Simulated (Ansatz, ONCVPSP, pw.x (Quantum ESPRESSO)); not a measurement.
**pw.x on fcc Mo: one setting changed**

Potential: optimised norm-conserving Vanderbilt (ONCV), ONCVPSP 4.0.1.1 (patched build), PBE; core [Ar] 3d10, reference 4s2 4p6 4d5 5s1; waves: 4s+5s: rc 1.80 bohr, ncon 4, nbas 7, qcut 5.5 1/bohr, 2 projectors; 4p: rc 1.70 bohr, ncon 5, nbas 8, qcut 7.6 1/bohr, 2 projectors, debl 2.7 Ha; 4d: rc 1.75 bohr, ncon 4, nbas 7, qcut 5.4 1/bohr, 2 projectors, debl 4 Ha; local part: polynomial inside 1.60 bohr (lpopt 5, dvloc0 4 Ha); core correction: none.

The reference run (k-mesh 14³, cutoffs 125/500 Ry, Fermi–Dirac 0.01 Ry, mixing_beta 0.4, conv_thr 1e-9, no spin) gives 1.56 GPa at 16.027 Å³/atom, where all-electron LAPW gives 0.44 GPa. This run, with its own iteration cap, changes smearing to mv.

```
&control
  calculation='scf', prefix='x', pseudo_dir='./', outdir='./tmp', tstress=.true., disk_io='none'
/
&system
  ibrav=0, nat=1, ntyp=1, ecutwfc=125, ecutrho=500, nbnd=15,
  occupations='smearing', smearing='mv', degauss=0.01
/
&electrons
  conv_thr=1e-09, mixing_beta=0.4, electron_maxstep=50
/
ATOMIC_SPECIES
Mo 1.0 Mo.UPF
CELL_PARAMETERS angstrom
  0.00000000 2.00112437 2.00112437
  2.00112437 0.00000000 2.00112437
  2.00112437 2.00112437 0.00000000
ATOMIC_POSITIONS crystal
Mo 0.0000 0.0000 0.0000
K_POINTS automatic
14 14 14 0 0 0
```

```bash
pw.x < Mo.scf.in > Mo.scf.out
```

How does the run end?

It converges in 8 iterations; the free energy moves by +38.4 meV/atom and the pressure by -0.77 GPa. This scheme is built to cancel the term in the square of the width that Fermi–Dirac smearing leaves in the F of a metal.

```
Message from routine setup:
     using ibrav=0 with symmetry is DISCOURAGED, use correct ibrav instead
     lattice parameter (alat)  =       5.3480  a.u.
     unit-cell volume          =     108.1556 (a.u.)^3
     number of electrons       =        14.00
     number of Kohn-Sham states=           15
     kinetic-energy cutoff     =     125.0000  Ry
     charge density cutoff     =     500.0000  Ry
     scf convergence threshold =      1.0E-09
     Exchange-correlation= PBE
     number of k points=   104  Marzari-Vanderbilt smearing, width (Ry)=  0.0100
     iteration #  1     ecut=   125.00 Ry     beta= 0.40
     total energy              =    -136.97598727 Ry
     estimated scf accuracy    <       0.11642956 Ry
     iteration #  2     ecut=   125.00 Ry     beta= 0.40
     total energy              =    -136.98322608 Ry
     estimated scf accuracy    <       0.01053907 Ry
     iteration #  3     ecut=   125.00 Ry     beta= 0.40
     total energy              =    -136.98441474 Ry
     estimated scf accuracy    <       0.00084797 Ry
     [... 2 iterations left out ...]
     iteration #  6     ecut=   125.00 Ry     beta= 0.40
     total energy              =    -136.98445957 Ry
     estimated scf accuracy    <       0.00000002 Ry
     iteration #  7     ecut=   125.00 Ry     beta= 0.40
     total energy              =    -136.98445957 Ry
     estimated scf accuracy    <       0.00000001 Ry
     iteration #  8     ecut=   125.00 Ry     beta= 0.40
     the Fermi energy is    20.2795 ev
!    total energy              =    -136.98445957 Ry
     estimated scf accuracy    <          9.7E-11 Ry
     smearing contrib. (-TS)   =       0.00006451 Ry
     The total energy is F=E-TS. E is the sum of the following terms:
     one-electron contribution =     -21.11141824 Ry
     hartree contribution      =      18.63184317 Ry
     xc contribution           =     -15.68772456 Ry
     ewald contribution        =    -118.81722445 Ry
     convergence has been achieved in   8 iterations
          total   stress  (Ry/bohr**3)                   (kbar)     P=        7.87
     Message from routine punch:
     Nothing written, as per user request (disk_io='none')
```

The run took about 88 s on one core of a shared host (Neoverse-N1, 64 threads, 124 GiB, load 59).
